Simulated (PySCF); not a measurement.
Cyclobutene, C4H6.
SMILES: `C1=CCC1`

The closed-shell ground state was solved at several levels (PySCF, density fitting, gas phase, non-relativistic). Isolated species at its GFN2-xTB geometry, gas phase.

```
        level  basis functions  total energy (Eh)  HOMO (eV)  LUMO (eV)  gap (eV)  dipole (D)
PBE0/pcSseg-1               98          -155.7595      -7.20       0.58      7.78        0.19
  B3LYP/pcJ-1              168          -155.9843      -6.95       0.36      7.31        0.18
```

(1) Estimate the row for wB97X-D/def2-SVPD, a basis of 128 functions; the other rows only guide the guess.

(2) Over all these levels, which gives the widest orbital gap and which the narrowest?

(3) How far do the dipole and the HOMO energy spread over the levels?

## Answers

(1) Total energy -155.8133 Eh, HOMO -9.04 eV, LUMO 2.36 eV, gap 11.40 eV, dipole 0.15 D.

(2) wB97X-D/def2-SVPD (range-separated hybrid) has the widest, 11.40 eV, and B3LYP/pcJ-1 (global hybrid, 20 % exact exchange) the narrowest, 7.31 eV. Functional and basis both differ between the two, so the spread mixes both effects.

(3) The dipole runs from 0.15 to 0.19 D (mean 0.17 D) and the HOMO from -9.04 to -6.95 eV.

wB97X-D is run here without its empirical dispersion term; that term would change no orbital, density or response property at a fixed geometry.
